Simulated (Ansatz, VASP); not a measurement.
Two plane-wave programs on HfC

```xyz
2
Lattice="0.0000 2.3257 2.3257 2.3257 0.0000 2.3257 2.3257 2.3257 0.0000" Properties=species:S:1:pos:R:3 pbc="T T T"
Hf    2.3257    2.3257    2.3257
C     0.0000    0.0000    0.0000
```

Alike in both runs: functional PBE; k mesh 16 × 16 × 16; occupations gaussian, width 0.1 eV; no spin polarisation.

Ansatz relaxed the structure, and its values are those at the end. VASP's run is a single point on that final structure, the one shown.

```csv
,VASP,Ansatz
version,VASP 6.6.1,Ansatz 0.2.0
potentials or method,"VASP PAW PBE potentials, release 64 (Hf_pv, C)","scalar-relativistic, plane waves, PAW"
plane-wave cutoff (eV),520,420
valence electrons in the cell,14,30
```

|  | VASP | Ansatz | Ansatz less VASP |
| --- | --- | --- | --- |
| gap on the k mesh at the Fermi level (eV) | none | none | - |
| pressure (GPa) | -0.7 | 0.0 | +0.65 |

A gap of «none» marks a metal or a gap that the smearing closes. The two sets of potentials don't hold the same shells in valence.

Spin-orbit coupling is left out, which matters for the levels of Hf.
